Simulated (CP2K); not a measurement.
# CuO (Tenorite) (Cc) in CP2K: a series of runs, part 2 of 2

CP2K 2026.2. The steps go on from the part before.

**4. Band structure, PBEsol (strain_c = 0.02)**

cuo_bands.inp reads:

```
&GLOBAL
  PROJECT cuo_bands
  RUN_TYPE ENERGY_FORCE
  PRINT_LEVEL LOW
&END GLOBAL
&FORCE_EVAL
  METHOD QS
  STRESS_TENSOR ANALYTICAL
  &DFT
    BASIS_SET_FILE_NAME BASIS_MOLOPT_UZH
    POTENTIAL_FILE_NAME POTENTIAL_UZH
    &MGRID
      CUTOFF 600
      REL_CUTOFF 60
      NGRIDS 5
    &END MGRID
    &QS
      METHOD GPW
      EPS_DEFAULT 1.0E-9
    &END QS
    &KPOINTS
      SCHEME MONKHORST-PACK 10 10 5
      GAMMA_CENTERED T
      SYMMETRY T
      SYMMETRY_BACKEND SPGLIB
    &END KPOINTS
    &SCF
      SCF_GUESS ATOMIC
      EPS_SCF 1.0E-6
      MAX_SCF 100
      ADDED_MOS 20
      CHOLESKY OFF
      EPS_EIGVAL 1.0E-7
      &DIAGONALIZATION ON
        ALGORITHM STANDARD
      &END DIAGONALIZATION
      &MIXING ON
        METHOD BROYDEN_MIXING
        ALPHA 0.4
        BETA 1.5
        NBUFFER 8
      &END MIXING
      &SMEAR ON
        METHOD FERMI_DIRAC
        ELECTRONIC_TEMPERATURE 580.23
      &END SMEAR
    &END SCF
    &XC
      &XC_FUNCTIONAL
        &GGA_X_PBE_SOL
        &END GGA_X_PBE_SOL
        &GGA_C_PBE_SOL
        &END GGA_C_PBE_SOL
      &END XC_FUNCTIONAL
    &END XC
    &PRINT
      &KPOINTS ON
      &END KPOINTS
      &MULLIKEN ON
      &END MULLIKEN
      &MO ON
        ENERGIES T
        OCCUPATION_NUMBERS T
        &EACH
          QS_SCF 0
        &END EACH
        ADD_LAST NUMERIC
      &END MO
      &BAND_STRUCTURE
        FILE_NAME bands.bs
        ADDED_MOS 4
        &KPOINT_SET
          UNITS B_VECTOR
          NPOINTS 8
          SPECIAL_POINT GAMMA 0.00000000 0.00000000 0.00000000
          SPECIAL_POINT Y -0.50000000 -0.50000000 0.00000000
          SPECIAL_POINT F -0.52397759 -0.52397759 0.32528601
          SPECIAL_POINT L -0.50000000 -0.50000000 0.50000000
          SPECIAL_POINT I -0.63301080 -0.36698920 0.50000000
        &END KPOINT_SET
        &KPOINT_SET
          UNITS B_VECTOR
          NPOINTS 8
          SPECIAL_POINT I1 -0.36698920 0.36698920 0.50000000
          SPECIAL_POINT Z 0.00000000 0.00000000 0.50000000
          SPECIAL_POINT F1 -0.47602241 -0.47602241 0.67471399
        &END KPOINT_SET
        &KPOINT_SET
          UNITS B_VECTOR
          NPOINTS 8
          SPECIAL_POINT Y -0.50000000 -0.50000000 0.00000000
          SPECIAL_POINT X1 -0.61278139 -0.38721861 0.00000000
        &END KPOINT_SET
        &KPOINT_SET
          UNITS B_VECTOR
          NPOINTS 8
          SPECIAL_POINT X -0.38721861 0.38721861 0.00000000
          SPECIAL_POINT GAMMA 0.00000000 0.00000000 0.00000000
          SPECIAL_POINT N -0.50000000 0.00000000 0.00000000
        &END KPOINT_SET
        &KPOINT_SET
          UNITS B_VECTOR
          NPOINTS 8
          SPECIAL_POINT M -0.50000000 0.00000000 0.50000000
          SPECIAL_POINT GAMMA 0.00000000 0.00000000 0.00000000
        &END KPOINT_SET
      &END BAND_STRUCTURE
    &END PRINT
  &END DFT
  &SUBSYS
    &CELL
      A 2.9039840190 0.0000000000 0.0000000000
      B 0.8821136913 2.7667668167 0.0000000000
      C -0.6948036751 -0.5077417171 5.1606251206
      PERIODIC XYZ
    &END CELL
    &COORD
      SCALED
      Cu  0.4968000000 0.0032000000 0.5000000000
      Cu  0.0032000000 0.4968000000 0.0000000000
      O   0.4056000000 0.5714000000 0.7537000000
      O   0.5714000000 0.4056000000 0.2537000000
    &END COORD
    &KIND Cu
      BASIS_SET TZVP-MOLOPT-PBE-GTH-q11
      POTENTIAL GTH-PBE-q11
    &END KIND
    &KIND O
      BASIS_SET TZVP-MOLOPT-PBE-GTH-q6
      POTENTIAL GTH-PBE-q6
    &END KIND
    &PRINT
      &ATOMIC_COORDINATES ON
      &END ATOMIC_COORDINATES
      &CELL ON
      &END CELL
      &SYMMETRY ON
      &END SYMMETRY
    &END PRINT
  &END SUBSYS
  &PRINT
    &FORCES ON
    &END FORCES
    &STRESS_TENSOR ON
    &END STRESS_TENSOR
  &END PRINT
&END FORCE_EVAL
```

Potentials or basis: POTENTIAL_UZH Cu GTH-PBE-q11, O GTH-PBE-q6; TZVP-MOLOPT-PBE-GTH basis.

Launch:

```sh
> OMP_NUM_THREADS=1 mpirun -n 4 cp2k.psmp -i cuo_bands.inp -o cuo_bands.out
```

cuo_bands.out:

```text

 CP2K| version string:                                       CP2K version 2026.2
 CP2K| Input file name                                             cuo_bands.inp

 GLOBAL| Force Environment number                                              1
 GLOBAL| Basis set file name                                    BASIS_MOLOPT_UZH
 GLOBAL| Potential file name                                       POTENTIAL_UZH
 GLOBAL| MM Potential file name                                     MM_POTENTIAL
 GLOBAL| Coordinate file name                                      __STD_INPUT__
 GLOBAL| Method name                                                        CP2K
 GLOBAL| Project name                                                  cuo_bands
 GLOBAL| Run type                                                   ENERGY_FORCE
 GLOBAL| FFT library                                                       FFTW3
 GLOBAL| Diagonalization library                                       ScaLAPACK
 GLOBAL| Cholesky decomposition library                                ScaLAPACK
 GLOBAL| DGEMM library                                                      BLAS
 GLOBAL| Direct generalized diagonalization requested                          F
 GLOBAL| Matrix multiplication library                                 ScaLAPACK
 GLOBAL| Global print level                                                  LOW
 GLOBAL| Total number of message passing processes                             4
 GLOBAL| Number of threads for this process                                    1
 GLOBAL| CPU model name                                                  UNKNOWN

 CELL| Volume [angstrom^3]:                                            41.463799
 CELL| Vector a [angstrom]:       2.904     0.000     0.000   |a| =     2.903984
 CELL| Vector b [angstrom]:       0.882     2.767     0.000   |b| =     2.903984
 CELL| Vector c [angstrom]:      -0.695    -0.508     5.161   |c| =     5.231884
[... 809 lines left out ...]
 KPOINTS| Number of k-points in set    3                                       9
 KPOINTS| In units of b-vector [2pi/Bohr]
 KPOINTS| Special point     1           Y    -0.500000    -0.500000     0.000000
 KPOINTS| Special point     2          X1    -0.612781    -0.387219     0.000000
 KPOINTS| Number of k-points in set    4                                      17
 KPOINTS| In units of b-vector [2pi/Bohr]
 KPOINTS| Special point     1           X    -0.387219     0.387219     0.000000
 KPOINTS| Special point     2       GAMMA     0.000000     0.000000     0.000000
 KPOINTS| Special point     3           N    -0.500000     0.000000     0.000000
 KPOINTS| Number of k-points in set    5                                       9
 KPOINTS| In units of b-vector [2pi/Bohr]
 KPOINTS| Special point     1           M    -0.500000     0.000000     0.500000
 KPOINTS| Special point     2       GAMMA     0.000000     0.000000     0.000000

 ENERGY| Total FORCE_EVAL ( QS ) energy [hartree]           -127.256069317175530

 FORCES| Atomic forces [hartree/bohr]
 FORCES|   Atom     x               y               z               |f|
 FORCES|      1 -5.73164510E-03 -1.19292984E-02  4.56906052E-03   1.40012939E-02
 FORCES|      2 -1.31066447E-02 -1.83723595E-03  4.56919500E-03   1.40013255E-02
 FORCES|      3  1.35452511E-02  1.19763222E-03 -5.44514025E-03   1.46477883E-02
 FORCES|      4  5.25547423E-03  1.25414514E-02 -5.44513740E-03   1.46477826E-02
 FORCES| Sum    -3.75645289E-05 -2.74507578E-05 -1.75202212E-03
 FORCES| Total atomic force                                       1.75263977E-03

 STRESS| Analytical stress tensor [bar]
 STRESS|                        x                   y                   z
 STRESS|      x       -1.79923724365E+04  -1.08849402152E+04  -7.85562155105E+03
 STRESS|      y       -1.08849402152E+04  -1.10503666999E+04  -5.73972669144E+03
 STRESS|      z       -7.85562155105E+03  -5.73972669144E+03  -6.30300947861E+04
 STRESS| 1/3 Trace                                            -3.06909446409E+04
 STRESS| Determinant                                          -4.77077124924E+12

 STRESS| Eigenvectors and eigenvalues of the analytical stress tensor [bar]
 STRESS|                        1                   2                   3
 STRESS| Eigenvalues  -6.54275691573E+04  -2.35488584138E+04  -3.09640635153E+03
 STRESS|      x           0.193189077363      0.783950693871     -0.589999398277
 STRESS|      y           0.141159578624      0.572864088078      0.807403684629
 STRESS|      z           0.970954146060     -0.239265639342      0.000008935021
```

Run time: 60 s. Hardware: 4 MPI ranks of Arm Neoverse V2, shared host.

What came out:

* Free energy: -3462.8138 eV
* Pressure: -3.1 GPa
* Band gap on the k mesh: none (metal or under the smearing width)
* Mulliken charges: Cu +0.80; O -0.80 e

Levels at the corners of the path, in eV from the Fermi level:
| point | band 13 | band 14 | band 15 | band 16 | band 17 | band 18 | band 19 | band 20 | band 21 | band 22 |
| --- | --- | --- | --- | --- | --- | --- | --- | --- | --- | --- |
| Γ | -2.27 | -2.17 | -2.07 | -1.72 | 0.20 | 0.92 | 1.38 | 5.77 | 7.74 | 13.14 |
| Y | -2.07 | -2.05 | -1.62 | -1.07 | -0.54 | 1.10 | 3.20 | 6.64 | 8.17 | 9.67 |
| F | -1.88 | -1.79 | -1.24 | -1.17 | -0.59 | 0.21 | 4.09 | 5.90 | 8.35 | 9.12 |
| L | -1.62 | -1.62 | -1.14 | -1.14 | -0.39 | -0.39 | 5.04 | 5.04 | 8.61 | 8.61 |
| I | -1.77 | -1.77 | -1.34 | -1.34 | -0.26 | -0.26 | 5.63 | 5.63 | 8.70 | 8.70 |
| I1 | -1.77 | -1.77 | -1.34 | -1.34 | -0.26 | -0.26 | 5.63 | 5.63 | 8.70 | 8.70 |
| Z | -2.21 | -2.21 | -1.43 | -1.43 | 0.24 | 0.24 | 3.63 | 3.63 | 11.33 | 11.33 |
| F1 | -1.88 | -1.79 | -1.24 | -1.17 | -0.59 | 0.21 | 4.09 | 5.90 | 8.35 | 9.12 |
| Y | -2.07 | -2.05 | -1.62 | -1.07 | -0.54 | 1.10 | 3.20 | 6.64 | 8.17 | 9.67 |
| X1 | -2.00 | -1.97 | -1.36 | -1.25 | -1.13 | 0.91 | 4.74 | 6.80 | 7.27 | 9.56 |
| X | -2.00 | -1.97 | -1.36 | -1.25 | -1.13 | 0.91 | 4.74 | 6.80 | 7.27 | 9.56 |
| Γ | -2.27 | -2.17 | -2.07 | -1.72 | 0.20 | 0.92 | 1.38 | 5.77 | 7.74 | 13.14 |
| N | -2.01 | -1.54 | -1.45 | -1.26 | -0.03 | 0.28 | 4.46 | 5.91 | 6.70 | 10.80 |
| M | -2.20 | -2.09 | -1.60 | -1.51 | -0.06 | 0.74 | 4.80 | 6.15 | 7.76 | 8.19 |
| Γ | -2.27 | -2.17 | -2.07 | -1.72 | 0.20 | 0.92 | 1.38 | 5.77 | 7.74 | 13.14 |

Caveat: the forces don't sum to zero, a sign of grid noise; Mulliken charges move with the basis; the potentials were made for another functional, which shifts forces and pressure; the basis of atomic orbitals isn't converged, which shifts pressures, moduli and gaps; the run has no spin polarisation, though such a crystal can be magnetic; semilocal functionals often make such compounds metallic where correlation or magnetic order opens a gap, which also shifts bond lengths.

**5. Band structure, PBEsol (strain_c = -0.04)**

cuo_bands.inp: that of step 4 with these lines changed.

```diff
@@ -76,5 +76,5 @@
           SPECIAL_POINT Y -0.50000000 -0.50000000 0.00000000
-          SPECIAL_POINT F -0.52397759 -0.52397759 0.32528601
+          SPECIAL_POINT F -0.52706845 -0.52706845 0.32642045
           SPECIAL_POINT L -0.50000000 -0.50000000 0.50000000
-          SPECIAL_POINT I -0.63301080 -0.36698920 0.50000000
+          SPECIAL_POINT I -0.63513995 -0.36486005 0.50000000
         &END KPOINT_SET
@@ -83,5 +83,5 @@
           NPOINTS 8
-          SPECIAL_POINT I1 -0.36698920 0.36698920 0.50000000
+          SPECIAL_POINT I1 -0.36486005 0.36486005 0.50000000
           SPECIAL_POINT Z 0.00000000 0.00000000 0.50000000
-          SPECIAL_POINT F1 -0.47602241 -0.47602241 0.67471399
+          SPECIAL_POINT F1 -0.47293155 -0.47293155 0.67357955
         &END KPOINT_SET
@@ -91,3 +91,3 @@
           SPECIAL_POINT Y -0.50000000 -0.50000000 0.00000000
-          SPECIAL_POINT X1 -0.61278139 -0.38721861 0.00000000
+          SPECIAL_POINT X1 -0.61230284 -0.38769716 0.00000000
         &END KPOINT_SET
@@ -96,3 +96,3 @@
           NPOINTS 8
-          SPECIAL_POINT X -0.38721861 0.38721861 0.00000000
+          SPECIAL_POINT X -0.38769716 0.38769716 0.00000000
           SPECIAL_POINT GAMMA 0.00000000 0.00000000 0.00000000
@@ -113,3 +113,3 @@
       B 0.8821136913 2.7667668167 0.0000000000
-      C -0.6948036751 -0.5077417171 5.1606251206
+      C -0.6948036751 -0.5077417171 4.8570589370
       PERIODIC XYZ
```

Launch:

```sh
> OMP_NUM_THREADS=1 mpirun -n 4 cp2k.psmp -i cuo_bands.inp -o cuo_bands.out
```

It took 63 s on 4 MPI ranks of Arm Neoverse V2, shared host.

Results (log left out):

```yaml
Free_energy: -3462.7539 eV
Pressure: 11.2 GPa
Largest_force: 0.999 eV/Å
Band_gap_on_the_k_mesh: none (metal or under the smearing width)
Mulliken_charges: Cu +0.78; O -0.78 e
```

Forces on the atoms (eV/Å):
```
Cu  -0.378 -0.872  0.305
Cu  -0.944 -0.093  0.306
O    0.689  0.440 -0.297
O    0.633  0.517 -0.315
```

Stress tensor (GPa, compression positive):
```
 9.17 -0.09 -3.03
-0.09  9.23 -2.22
-3.03 -2.22 15.09
```

Levels at the corners of the path, in eV from the Fermi level:
```
point  band 15  band 16  band 17  band 18  band 19  band 20
    Γ    -2.26    -1.74     0.24     1.03     1.61     5.56
    Y    -1.70    -1.28    -0.67     1.10     2.73     6.95
    F    -1.39    -1.38    -0.67     0.15     3.73     5.86
    L    -1.35    -1.35    -0.46    -0.46     4.81     4.81
    I    -1.55    -1.55    -0.34    -0.34     5.56     5.56
   I1    -1.55    -1.55    -0.34    -0.34     5.56     5.56
    Z    -1.66    -1.66     0.27     0.27     3.80     3.80
   F1    -1.39    -1.38    -0.67     0.15     3.73     5.86
    Y    -1.70    -1.28    -0.67     1.10     2.73     6.95
   X1    -1.50    -1.41    -1.33     0.91     4.39     7.16
    X    -1.50    -1.41    -1.33     0.91     4.39     7.16
    Γ    -2.26    -1.74     0.24     1.03     1.61     5.56
    N    -1.65    -1.44    -0.05     0.32     4.89     6.02
    M    -1.76    -1.70    -0.11     0.83     4.92     6.52
    Γ    -2.26    -1.74     0.24     1.03     1.61     5.56
```

Caveat: Mulliken charges move with the basis; the potentials were made for another functional, which shifts forces and pressure; the basis of atomic orbitals isn't converged, which shifts pressures, moduli and gaps; the run has no spin polarisation, though such a crystal can be magnetic; semilocal functionals often make such compounds metallic where correlation or magnetic order opens a gap, which also shifts bond lengths.

**6. The reference run**

An earlier run on the cell as given: functional PBE; potentials or basis POTENTIAL_UZH Cu GTH-PBE-q11, O GTH-PBE-q6; TZVP-MOLOPT-PBE-GTH basis; density cutoff 8163 eV; k mesh 10 × 10 × 5; occupations fermi-dirac, width 0.05 eV; no spin polarisation.

* Pressure: 8.8 GPa
* Largest force: 0.864 eV/Å
* Band gap on the k mesh: none (metal or under the smearing width)
* Mulliken charges: Cu +0.83; O -0.83 e
* Hirshfeld charges: Cu +0.19; O -0.19 e

**7. Summary**

| task | level | cell | EPS_DEFAULT | points a segment of the path (NPOINTS) | bands added on the path | MPI ranks | gap on the mesh (eV) | pressure (GPa) | largest force (eV/Å) |
| --- | --- | --- | --- | --- | --- | --- | --- | --- | --- |
| band structure | PBEsol | strain_c = 0 | 1.0E-9 | 8 | 4 | 4 | none | 1.2 | 0.81 |
| band structure | PBEsol | strain_c = -0.02 | 1.0E-9 | 8 | 4 | 4 | none | 5.9 | 0.90 |
| band structure | PBEsol | strain_c = 0.02 | 1.0E-9 | 8 | 4 | 4 | none | -3.1 | - |
| band structure | PBEsol | strain_c = -0.04 | 1.0E-9 | 8 | 4 | 4 | none | 11.2 | 1.00 |
| single point | PBE | as given | 1.0E-10 | - | - | 2 | none | 8.8 | 0.86 |

Alike in all rows: potentials or basis POTENTIAL_UZH Cu GTH-PBE-q11, O GTH-PBE-q6; TZVP-MOLOPT-PBE-GTH basis; no spin polarisation; k mesh 10 × 10 × 5; smearing fermi-dirac 0.05 eV.

Caveats: the basis of atomic orbitals isn't converged, which shifts pressures, moduli and gaps; the run has no spin polarisation, though such a crystal can be magnetic; semilocal functionals often make such compounds metallic where correlation or magnetic order opens a gap, which also shifts bond lengths; the potentials were made for another functional, which shifts forces and pressure (some runs); the forces don't sum to zero, a sign of grid noise (some runs).

Absolute energies hang on the potentials; compare differences alone.
